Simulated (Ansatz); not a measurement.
Property card for S

These are results of DFT PBEsol, scalar-relativistic, plane waves, PAW in Ansatz, not measurements.

Settings: cutoff 420 eV, Γ-centred mesh 6×6×6 on the computed 6-atom cell, Gaussian smearing of 0.02 eV; no spin polarisation.

The structure is relaxed at this level of theory with its symmetry kept. This form isn't the element's structure at ambient conditions.

```cif
data_structure
_symmetry_space_group_name_H-M 'R-3:H'
_symmetry_Int_Tables_number 148
_cell_length_a 10.4190
_cell_length_b 10.4190
_cell_length_c 4.3777
_cell_angle_alpha 90.000
_cell_angle_beta 90.000
_cell_angle_gamma 120.000
_cell_volume 411.55
loop_
_atom_site_label
_atom_site_type_symbol
_atom_site_symmetry_multiplicity
_atom_site_Wyckoff_symbol
_atom_site_fract_x
_atom_site_fract_y
_atom_site_fract_z
_atom_site_occupancy
S1 S 18 f 0.86391 0.48714 0.73058 1
```

(1) Formation energy from the elements' standard states (uncorrected)?

(2) Kohn–Sham band gap?

(3) Löwdin character of the top 1 eV of the valence band?

(4) Löwdin character of the lowest 1 eV of the conduction band?

(5) Electron masses at the edge by Cartesian direction of the standard setting (m_e; degenerate bands sorted by energy; no spin-orbit coupling)?

(6) Hole masses at the edge by Cartesian direction of the standard setting (m_e; degenerate bands sorted by energy; no spin-orbit coupling)?

(7) Bader charges (e)?

Each cell of S holds molecules, and where no dispersion correction was added their binding is poorly described.

Results:

(1) +0.040 eV/atom.

(2) 1.98 eV, indirect from (0.479, -0.500, -0.479) to (0.182, 0.250, -0.271) (the valley at (0.214, -0.214, 0.000) lies within 0.03 eV, so the order isn't resolved).

(3) S 3p 94 %.

(4) S 3p 78 %, S 3s 12 %, unprojected 10 %.

(5) x: 0.92; y: 0.67; z: 1.3.

(6) x: over 30; y: over 30; z: 0.81.

(7) S (6 in the cell) 0.00.